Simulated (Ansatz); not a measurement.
Data:

GeO2:
```xyz
6
Lattice="4.4105 0.0000 0.0000 0.0000 4.4105 0.0000 0.0000 0.0000 2.8702" Properties=species:S:1:pos:R:3 pbc="T T T"
Ge     2.2053     2.2053     1.4351
Ge     0.0000     0.0000     0.0000
O      3.0609     3.0609     0.0000
O      1.3497     1.3497     0.0000
O      3.5549     0.8556     1.4351
O      0.8556     3.5549     1.4351
```

This is the r²SCAN-relaxed structure. Tensor components refer to the Cartesian frame of this cell.

Question: All from plane-wave PAW r²SCAN (Ansatz code), unless another level is named. Predict the Poisson's ratio.

Answer: 0.25.

Question: Next, the highest zone-centre frequency (without LO–TO term)?

Answer: 855 cm⁻¹.

Question: Predict the elastic constants (relaxed ions, GPa).

Answer: C11 = 328, C12 = 185, C13 = 179, C33 = 586, C44 = 158, C66 = 262.

Space group P4_2/mnm (rutile). The cell was relaxed with r²SCAN under the symmetry of its start; of distortions, only those at the zone centre were tested.

Potentials: the later of the program's two PAW sets.
